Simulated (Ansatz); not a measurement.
Space group P-3m1 (No. 164). a = 3.315 Å, b = 3.315 Å, c = 24.082 Å, α = 90.00°, β = 90.00°, γ = 120.00°
```tsv
atom	site	symmetry	x	y	z
W	2d	3m.	0.6667	0.3333	0.1424
Se	2d	3m.	0.3333	0.6667	0.2114
Se	2d	3m.	0.6667	0.3333	0.9266
```

Equation of state of this WSe2 structure (not necessarily the ground state), with shape and atoms relaxed at each volume where symmetry leaves them free. All numbers below come from Ansatz, DFT r2SCAN, scalar-relativistic, plane waves, PAW.

Plane waves to 500 eV, a k mesh through Γ of 12×12×2 on the computed 6-atom cell and Gaussian smearing (0.02 eV); no spin polarisation.

| V (Å³/atom) | E − E(largest V) (meV/atom) | P (GPa) | gap on mesh (eV) |
| --- | --- | --- | --- |
| 35.900 | 0.01 | 0.01 | 1.61 |
| 37.045 | 0.00 | 0.01 | 1.61 |
| 38.191 | 0.00 | 0.00 | 1.60 |
| 39.337 | 0.00 | 0.00 | 1.59 |
| 40.482 | 0.00 | 0.00 | 1.59 |

Fit a third-order Birch–Murnaghan equation to E(V).

V0 = 39.60 Å³/atom, B0 = 0 GPa, B0' = -14.2. B0' is unusual or poorly fixed by this range.

Spin-orbit coupling is left out, which matters for the bands of heavy elements. The cell holds layers, and where no dispersion correction was added their binding is poorly described.

This form isn't the usual stable structure of the compound.